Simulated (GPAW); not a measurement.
# Pb in GPAW: the effect of strain hydrostatic

The system is Pb.

```
Pb
1.0
     3.34080    0.00000    0.00000
    -1.67040    2.89322    0.00000
     0.00000    0.00000    5.36640
Pb
2
Cartesian
  1.6704 0.9644 4.0248
  0.0000 1.9288 1.3416
```

This isn't the form of Pb at room conditions, which is fcc.

Alike in all runs:

| Item | Value |
| --- | --- |
| Program | GPAW 26.7.0 |
| Task | single point |
| Functional | PBEsol |
| Potentials or basis | PAW data sets generated in the run's folder for this functional |
| Cutoff | 600 eV |
| Basis | pw |
| k mesh | 9 × 9 × 5 |
| Occupations | fermi-dirac, width 0.05 eV |
| Spin | no spin polarisation |
| Maxiter | 150 |

Task: One run gave: pressure -0.6 GPa. Which strain hydrostatic did it use?
A. 0.04
B. -0.04
C. 0.02
D. 0
E. 0.01

Result: E.

```csv
strain hydrostatic,pressure (GPa)
-0.04,9.1
-0.02,4.3
-0.01,2.4
0,0.7
0.01,-0.6
0.02,-1.8
0.04,-3.6
```

Caveats: the density grid can change from cell to cell, which puts small steps into energies and stress.
